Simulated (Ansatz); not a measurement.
MoS2 — 95Mo NMR of the central transition

Cell: a computed structure from the Materials Project (it need not be an observed phase); its layers are parted by 12 Å of empty space, so it stands for a thin sheet, not for a bulk crystal.

```cif
data_structure
_symmetry_space_group_name_H-M 'P 1'
_symmetry_Int_Tables_number 1
_cell_length_a 3.1837
_cell_length_b 3.1837
_cell_length_c 34.4792
_cell_angle_alpha 90.000
_cell_angle_beta 90.000
_cell_angle_gamma 120.000
_cell_volume 302.66
loop_
_atom_site_label
_atom_site_type_symbol
_atom_site_fract_x
_atom_site_fract_y
_atom_site_fract_z
_atom_site_occupancy
Mo1 Mo 0.66667 0.33333 0.90644 1
Mo2 Mo 0.66667 0.33333 0.27910 1
Mo3 Mo 0.33333 0.66667 0.72090 1
Mo4 Mo 0.33333 0.66667 0.09356 1
S5 S 0.33333 0.66667 0.95145 1
S6 S 0.33333 0.66667 0.32409 1
S7 S 0.66667 0.33333 0.76591 1
S8 S 0.66667 0.33333 0.13857 1
S9 S 0.33333 0.66667 0.86143 1
S10 S 0.33333 0.66667 0.23409 1
S11 S 0.66667 0.33333 0.67591 1
S12 S 0.66667 0.33333 0.04855 1
```

Sites (sets of like atoms) are named by element and the number of their first atom in this list.

Method: Kohn–Sham DFT in Ansatz, PBE, plane waves and PAW (field gradients read without the response of the frozen cores, which leaves them typically 4 to 6 % off), scalar-relativistic, collinear spin, 420 eV cutoff, Γ-centred 10×10×1 k-points, Fermi–Dirac smearing 0.02 eV. Start moments as typed (μB): 2 on each Mo, none on the rest.

95Mo has I = 5/2 and Q = -22.00 mb (Pyykkö 2018); at 14.1 T its Larmor frequency is ν₀ = 39.3 MHz (from the bare nuclear moment; shielding lowers the observed one by a per cent or two). Only the quadrupole interaction is simulated: positions count from each site's isotropic chemical shift, and J coupling is left out, as are shift anisotropy and dipolar coupling, which fast spinning averages.

Task: Simulate the second-order pattern (fast magic-angle spinning, Gaussian broadening 0.1 kHz) of site Mo2 (6 S at 2.41 Å).

Result: The calculation gives C_Q = 4.22 MHz and η = 0.00, so ν_Q = 0.632 MHz and the centre of gravity lies at -69.0 ppm (-2.71 kHz).

(offset (kHz), height): (-7.018, 0), (-6.741, 4), (-6.464, 7), (-6.187, 6), (-5.910, 7), (-5.633, 7), (-5.357, 7), (-5.080, 7), (-4.803, 8), (-4.526, 8), (-4.249, 88), (-3.972, 74), (-3.695, 55), (-3.418, 49), (-3.141, 46), (-2.864, 45), (-2.587, 45), (-2.311, 47), (-2.034, 49), (-1.757, 55), (-1.480, 67), (-1.203, 100), (-0.926, 96), (-0.649, 0)

An axis of threefold or higher order runs through Mo2, so V_zz lies along it and η is zero.

Without spin–orbit coupling (the program notes it for Mo) the gradients are little affected as a rule: paired runs on crystals with a gap mostly move them by under 2 % at such atoms. The start moments die out, and the run ends without spin.

The run took 72 s of wall time (68 s of CPU time) and 0.95 GiB at its peak, on 1 thread of Intel Xeon Platinum 8259CL CPU @ 2.50GHz (Skylake/Cascade Lake) (x86_64; 8 cores open to the job, memory cap 3.0 GiB, no GPU), a shared host with a load of 0.5 a core.
